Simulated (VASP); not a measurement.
# AlN (Fm-3m) in VASP: notebook

One crystal, AlN, is run at these levels: PBEsol; tasks: single point.

All numbers are computed with VASP 6.6.1; they aren't measurements. Logs are shortened: lines on timing, memory, paths and dates and some standing lists are left out, and cuts for length are marked.

## (1) The structure

The structure is cubic, space group Fm-3m (No. 225). Conventional cell: a = 4.045 Å, b = 4.045 Å, c = 4.045 Å, α = 90.00°, β = 90.00°, γ = 90.00°. Al (site symmetry m-3m) has 6 N at 2.02 Å as nearest neighbours. Around N (site symmetry m-3m) lie 6 Al at 2.02 Å.

Measurements of this composition are mostly on another form, of space group No. 186.

## (2) Single point, PBEsol

Input file INCAR:

```
PREC = Accurate ; ENCUT = 520
EDIFF = 1E-6 ; ISMEAR = 0
SIGMA = 0.05 ; LREAL = False
LASPH = True ; NELM = 60
ALGO = Fast ; ISIF = 2
LWAVE = False ; LCHARG = False
GGA = PS ; NBANDS = 11
```

Input file KPOINTS:

```
Automatic mesh
0
Gamma
  14 14 14
```

Input file POSCAR:

```
AlN
1.0
    0.0000000000      2.0226146461      2.0226146461
    2.0226146461      0.0000000000      2.0226146461
    2.0226146461      2.0226146461      0.0000000000
Al N
1 1
Direct
    0.0000000000      0.0000000000      0.0000000000
    0.5000000000      0.5000000000      0.5000000000
```

Potentials or basis: VASP PAW PBE potentials, release 64 (Al, N).

Started as:

```
> cat potpaw_PBE.64/Al/POTCAR potpaw_PBE.64/N/POTCAR > POTCAR
> mpirun -np 1 vasp_std > vasp.out
```

OUTCAR:

```text
PREC = Accurate
   ENCUT = 520
   EDIFF = 1E-6
   ISMEAR = 0
   LREAL = False
   LASPH = True
   NELM = 60
   ISIF = 2
   GGA = PS

 ion  position               nearest neighbor table
   1  0.000  0.000  0.000-   2 2.02   2 2.02   2 2.02   2 2.02   2 2.02   2 2.02
   2  0.500  0.500  0.500-   1 2.02   1 2.02   1 2.02   1 2.02   1 2.02   1 2.02

  LATTYP: Found a face centered cubic cell.
 ALAT       =     4.0452292922

  Lattice vectors:

 A1 = (   0.0000000000,   2.0226146461,   2.0226146461)
 A2 = (   2.0226146461,   0.0000000000,   2.0226146461)
 A3 = (   2.0226146461,   2.0226146461,   0.0000000000)

Analysis of symmetry for initial positions (statically):
=====================================================================
 Subroutine PRICEL returns:
 Original cell was already a primitive cell.

 Routine SETGRP: Setting up the symmetry group for a
 face centered cubic supercell.

 Subroutine GETGRP returns: Found 48 space group operations
 (whereof 48 operations were pure point group operations)
 out of a pool of 48 trial point group operations.

The static configuration has the point symmetry O_h .

Analysis of symmetry for dynamics (positions and initial velocities):
=====================================================================
 Subroutine PRICEL returns:
 Original cell was already a primitive cell.

 Routine SETGRP: Setting up the symmetry group for a
 face centered cubic supercell.

 Subroutine GETGRP returns: Found 48 space group operations
 (whereof 48 operations were pure point group operations)
 out of a pool of 48 trial point group operations.

The dynamic configuration has the point symmetry O_h .

 Subroutine INISYM returns: Found 48 space group operations
 (whereof 48 operations are pure point group operations),
 and found     1 'primitive' translations

----------------------------------------------------------------------------------------

                                     Primitive cell

  volume of cell :      16.5489

  direct lattice vectors                    reciprocal lattice vectors
     0.000000000  2.022614646  2.022614646    -0.247204776  0.247204776  0.247204776
     2.022614646  0.000000000  2.022614646     0.247204776 -0.247204776  0.247204776
     2.022614646  2.022614646  0.000000000     0.247204776  0.247204776 -0.247204776

  length of vectors
     2.860409064  2.860409064  2.860409064     0.428171231  0.428171231  0.428171231

  position of ions in fractional coordinates (direct lattice)
     0.000000000  0.000000000  0.000000000
     0.500000000  0.500000000  0.500000000

  ion indices of the primitive-cell ions
   primitive index   ion index
                 1           1
                 2           2

[... 87 lines left out ...]
   EFERMI_NEDOS =   21; number of points for ismear=-14 and -15
   IALGO  =     68    algorithm
   IMIX   =      4    mixing-type and parameters
     AMIX     =   0.40;   BMIX     =  1.00
     AMIX_MAG =   1.60;   BMIX_MAG =  1.00
  volume/ion in A,a.u.               =       8.27        55.84
  Fermi-wavevector in a.u.,A,eV,Ry     =   1.284838  2.427992 22.460613  1.650808
  Thomas-Fermi vector in A             =   2.417008
   LORBIT       =      0    0 simple, 1 ext, 2 COOP (PROOUT), +10 PAW based schemes
   GGA     = PS    functional components
   LHFCALC =     F    Hartree Fock is set to
   AEXX    =    0.0000 exact exchange contribution
   IVDW    =     0    specifies the selected vdW correction
   LEPSILON=     F    determine dielectric tensor
   LRPA    =     F    only Hartree local field effects (RPA)
 non-spin polarized calculation
 RMM-DIIS sequential band-by-band and
 Gauss-broadening in eV      SIGMA  =   0.05
  energy-cutoff  :      520.00
  volume of cell :       16.55
 maximum number of plane-waves:       459
 NGX is ok and might be reduce to    24
   NGX = 11   NGY = 11   NGZ = 11

 number of electron       7.9999999 magnetization

 Free energy of the ion-electron system (eV)
  ---------------------------------------------------
  ext. energy  EPLUGINS =         0.00000000
  ---------------------------------------------------
  free energy    TOTEN  =       -15.44894403 eV

  energy without entropy =      -15.44894403  energy(sigma->0) =      -15.44894403

 E-fermi :  10.1668     XC(G=0): -12.4457

 val. band max:        9.8666343148   @ k =   0.0000   0.0000   0.0000
 cond. band min:      14.4089245386   @ k =   0.5000   0.5000   0.0000
 fundamental gap:      4.5422902239
 Fermi energy:        10.1667797128

 k-point     1 :       0.0000    0.0000    0.0000
  band No.  band energies     occupation
      1      -7.6699      2.00000
      2       9.8666      2.00000
      3       9.8666      2.00000
      4       9.8666      2.00000
      5      15.5160      0.00000
      6      21.8892      0.00000
      7      21.8892      0.00000
      8      21.8892      0.00000
      9      26.9643      0.00000
     10      27.5452      0.00000
     11      27.5454      0.00000
[... 309 lines left out ...]
 k-point    24 :       0.2857    0.1429    0.0000
  band No.  band energies     occupation
      1      -6.2010      2.00000
      2       5.7409      2.00000
      3       8.5766      2.00000
      4       8.6076      2.00000
      5      17.5379      0.00000
      6      19.1952      0.00000
      7      20.6988      0.00000
      8      23.3408      0.00000
      9      24.7873      0.00000
     10      28.3902      0.00000
     11      29.5385      0.00000

 [... further k-points ...]

------------------------ aborting loop because EDIFF is reached ----------------------------------------

  FORCE on cell =-STRESS in cart. coord.  units (eV):
  Direction    XX          YY          ZZ          XY          YZ          ZX
  --------------------------------------------------------------------------------------
  -------------------------------------------------------------------------------------
  Total       -0.0029285     -0.0029285     -0.0029285      0.0000000      0.0000000     -0.0000000
  in kB       -0.2835232     -0.2835232     -0.2835232      0.0000000      0.0000000     -0.0000000
  external PRESSURE =      -0.2835232 kB  Pullay stress =       0.0000000 kB

 VOLUME and BASIS-vectors are now :
 -----------------------------------------------------------------------------
  energy-cutoff  :      520.00
  volume of cell :       16.55
      direct lattice vectors                 reciprocal lattice vectors
     0.000000000  2.022614646  2.022614646    -0.247204776  0.247204776  0.247204776
     2.022614646  0.000000000  2.022614646     0.247204776 -0.247204776  0.247204776
     2.022614646  2.022614646  0.000000000     0.247204776  0.247204776 -0.247204776

 POSITION                                       TOTAL-FORCE (eV/Angst)
 -----------------------------------------------------------------------------------
      0.00000      0.00000      0.00000        -0.000000      0.000000      0.000000
      2.02261      2.02261      2.02261         0.000000      0.000000      0.000000
 -----------------------------------------------------------------------------------
    total drift:                               -0.000000     -0.000000      0.000000

  FREE ENERGIE OF THE ION-ELECTRON SYSTEM (eV)
  ---------------------------------------------------
  free  energy   TOTEN  =       -15.4489440267 eV

  energy  without entropy=      -15.4489440267  energy(sigma->0) =      -15.44894403
```

OSZICAR:

```text
N       E                     dE             d eps       ncg     rms          rms(c)
DAV:   1     0.103057875275E+02    0.10306E+02   -0.40310E+03  2320   0.620E+02
DAV:   2    -0.162716915625E+02   -0.26577E+02   -0.25459E+02  2780   0.140E+02
DAV:   3    -0.170593912473E+02   -0.78770E+00   -0.78623E+00  2712   0.221E+01
DAV:   4    -0.170624163682E+02   -0.30251E-02   -0.30249E-02  2582   0.148E+00
DAV:   5    -0.170624417196E+02   -0.25351E-04   -0.25351E-04  2710   0.129E-01    0.728E+00
RMM:   6    -0.154876999000E+02    0.15747E+01   -0.17876E+00  2292   0.809E+00    0.274E+00
RMM:   7    -0.154622983828E+02    0.25402E-01   -0.15747E-01  2425   0.306E+00    0.172E+00
RMM:   8    -0.154504751061E+02    0.11823E-01   -0.18776E-02  2443   0.120E+00    0.283E-01
RMM:   9    -0.154489190509E+02    0.15561E-02   -0.27902E-03  2568   0.415E-01    0.145E-01
RMM:  10    -0.154490060974E+02   -0.87047E-04   -0.65807E-04  2627   0.169E-01    0.886E-02
RMM:  11    -0.154489463967E+02    0.59701E-04   -0.10048E-04  2545   0.812E-02    0.187E-02
RMM:  12    -0.154489474815E+02   -0.10848E-05   -0.63487E-06  2602   0.256E-02    0.227E-02
RMM:  13    -0.154489443635E+02    0.31180E-05   -0.62765E-06  2389   0.173E-02    0.204E-02
RMM:  14    -0.154489440267E+02    0.33679E-06   -0.10842E-06  1840   0.766E-03
   1 F= -.15448944E+02 E0= -.15448944E+02  d E =-.690696E-20
```

Run time: 30 s. Hardware: 1 thread of AMD EPYC 7R13 (Zen 3), shared host; peak memory 0.11 GiB.

What came out:

| Item | Value |
| --- | --- |
| Free energy | -15.4489 eV |
| Pressure | 0.0 GPa |
| Band gap on the k mesh | 4.54 eV, indirect (least direct gap 5.65 eV) |

Levels at points of the mesh, in eV from the valence-band top:
```csv
k point,band 1,band 2,band 3,band 4,band 5,band 6,band 7,band 8,band 9
"(0.00, 0.00, 0.00)",-17.54,0.00,0.00,0.00,5.65,12.02,12.02,12.02,17.10
"(0.50, 0.00, 0.00)",-14.24,-8.36,-1.09,-1.09,6.04,10.89,10.89,13.24,15.94
"(0.50, 0.50, 0.00)",-13.24,-7.44,-2.82,-2.82,4.54,5.14,13.95,17.14,17.14
```

Caveat: the PAW data sets were made with another functional, which shifts forces and pressure a little.

## (3) Single point, PBEsol

This run uses another cell than the first one, of 7.82 Å³/atom, 0.945 times its volume.

Input file INCAR:

```
SYSTEM = AlN
ALGO = Normal
EDIFF = 1E-7
ENCUT = 520
GGA = PS
ISIF = 2
ISMEAR = 0
LASPH = .True.
LCHARG = .True.
LELF = .True.
LREAL = .False.
LVHAR = .True.
LWAVE = .False.
NBANDS = 11
NELM = 60
PREC = Accurate
SIGMA = 0.05
```

Input file KPOINTS:

```
k-points
0
Gamma
  14 14 14
  0 0 0
```

Input file POSCAR:

```
AlN
1.0
    0.0000000000      1.9845714768      1.9845714768
    1.9845714768      0.0000000000      1.9845714768
    1.9845714768      1.9845714768      0.0000000000
Al N
1 1
Direct
    0.0000000000      0.0000000000      0.0000000000
    0.5000000000      0.5000000000      0.5000000000
```

Potentials or basis: VASP PAW PBE potentials, release 64 (Al, N).

Started as:

```
> cat potpaw_PBE.64/Al/POTCAR potpaw_PBE.64/N/POTCAR > POTCAR
> mpirun -np 1 vasp_std > vasp.out
```

Run time: 26 s. Hardware: 1 thread of AMD EPYC 7R13 (Zen 3), shared host; peak memory 0.1 GiB.

Results (log left out):

```
Free energy            : -15.4029 eV
Pressure               : 16.7 GPa
Band gap on the k mesh : 5.04 eV, indirect (least direct gap 6.49 eV)
```

Levels at points of the mesh, in eV from the valence-band top:
| k point | band 1 | band 2 | band 3 | band 4 | band 5 | band 6 | band 7 | band 8 | band 9 |
| --- | --- | --- | --- | --- | --- | --- | --- | --- | --- |
| (0.00, 0.00, 0.00) | -18.07 | 0.00 | 0.00 | 0.00 | 6.49 | 12.20 | 12.20 | 12.20 | 17.43 |
| (0.50, 0.00, 0.00) | -14.54 | -8.73 | -1.20 | -1.20 | 6.40 | 11.36 | 11.36 | 14.08 | 16.59 |
| (0.50, 0.50, 0.00) | -13.46 | -7.83 | -2.97 | -2.97 | 5.04 | 5.10 | 14.66 | 18.05 | 18.05 |

Caveat: so large a pressure means that the cell lies far from this level's equilibrium, or that cutoff or potentials fall short; the potentials were made for another functional, which shifts forces and pressure. A k mesh can miss the band edges.

## (4) Single point, PBEsol

Input file INCAR:

```
  PREC = Accurate
  ENCUT = 520
  EDIFF = 1E-6
  ISMEAR = 0
  SIGMA = 0.05
  LREAL = F
  LASPH = T
  NELM = 100
  ALGO = Fast
  ISIF = 2
  LWAVE = F
  LCHARG = F
  GGA = PS
  NBANDS = 11
```

Input file KPOINTS:

```
regular mesh
0
Gamma
  14 14 14
```

Input file POSCAR:

```
AlN
1.0
    0.0000000000      2.0221054148      2.0221054148
    2.0221054148      0.0000000000      2.0221054148
    2.0221054148      2.0221054148      0.0000000000
Al N
1 1
Direct
    0.0000000000      0.0000000000      0.0000000000
    0.5000000000      0.5000000000      0.5000000000
```

Started as:

```
> cat potpaw_PBE.64/Al/POTCAR potpaw_PBE.64/N/POTCAR > POTCAR
> mpirun -np 1 vasp_std > vasp.out
```

Wall time 28 s (1 thread of AMD EPYC 7R13 (Zen 3), shared host); peak memory 0.11 GiB.

Results (log left out):

```
Free energy            : -15.4489 eV
Pressure               : 0.2 GPa
Band gap on the k mesh : 4.55 eV, indirect (least direct gap 5.66 eV)
```

Levels at points of the mesh, in eV from the valence-band top:
| k point | band 2 | band 3 | band 4 | band 5 | band 6 | band 7 |
| --- | --- | --- | --- | --- | --- | --- |
| (0.00, 0.00, 0.00) | 0.00 | 0.00 | 0.00 | 5.66 | 12.02 | 12.02 |
| (0.50, 0.00, 0.00) | -8.36 | -1.09 | -1.09 | 6.04 | 10.90 | 10.90 |
| (0.50, 0.50, 0.00) | -7.44 | -2.82 | -2.82 | 4.55 | 5.14 | 13.96 |

Caveat: the PAW data sets were made with another functional, which shifts forces and pressure a little.
